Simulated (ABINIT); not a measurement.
A run of ABINIT 10.8.3 (patched build) is set up as follows.

File run.abi:

```
# Pseudopotentials
pp_dirpath "./"
pseudos "Nb.upf, P.upf"

# Structure
acell 3*1.0 Angstrom
rprim
    -1.6749232544     1.6749232544     5.7401081759
     1.6749232544    -1.6749232544     5.7401081759
     1.6749232544     1.6749232544    -5.7401081759
ntypat 2
znucl 41 15
natom 4
typat 1 1 2 2
xcart
     1.6749232544     0.0000000000     2.8686856462
     0.0000000000     0.0000000000     5.7387397341
     0.0000000000     1.6749232544     3.8200163902
     0.0000000000     0.0000000000     0.9499623022 Angstrom

# Plane-wave basis
ecut 1006.821291 eV

# k points
kptopt 1
ngkpt 8 8 8
nshiftk 1
shiftk 0.0 0.0 0.0

# Exchange and correlation
ixc -116133

# Bands and occupations
nband 22
occopt 3
tsmear 0.05 eV

# SCF cycle
nstep 100
tolvrs 1.0e-10

# Output
iomode 3
prtwf 0
prtden 0
prteig 0
prtebands 0
```

Potentials or basis: PseudoDojo NC SR PBEsol v0.4 stringent.

Run with:

```console
$ mpirun --bind-to none -np 4 abinit run.abi > log 2>&1
```

(1) Predict the pressure.

(2) What does it give for the band gap on the k mesh?

(3) Estimate the largest force.

## Answers

(1) -6.6 GPa.

(2) none (metal or under the smearing width).

(3) 0.018 eV/Å.
